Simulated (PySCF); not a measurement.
Structure with atom numbers: `[CH2:1]=[C:2]1[CH2:3][CH2:4]1`; H(Xn) means a hydrogen on atom n.

Non-relativistic Hamiltonian, one conformer, averaged over atoms made equivalent by symmetry, fast rotation or ring inversion, isolated molecule. Geometry from PBE0-D3(BJ)/def2-SVP; KT3/pcSseg-2 with gauge-including orbitals; PySCF 2.14.

δ = σ(ref) − σ, references computed at the same level: $^{13}$C (σref 181.31), $^{1}$H (σref 31.35) vs TMS.

```
      atoms   nucleus  count  δ (ppm)
H(C3)/H(C4)   $^{1}$H      4     1.21
      C3/C4  $^{13}$C      2      5.8
         C2  $^{13}$C      1        ?
         C1  $^{13}$C      1        ?
      H(C1)   $^{1}$H      2     5.61
```

Q: Estimate the values marked ?.

A: 
- C2: 132.6 ppm, fully substituted alkene carbon; as expected for a trigonal carbon in a double bond
- C1: 105.1 ppm, terminal =CH2 carbon; as expected for a trigonal carbon in a double bond

Shifts are as computed, not scaled to solution data. Of 1211 compounds with measured shifts, 218 miss one by over three times the rms of a fit or turn the order of signals round; such compounds aren't used in these exercises.
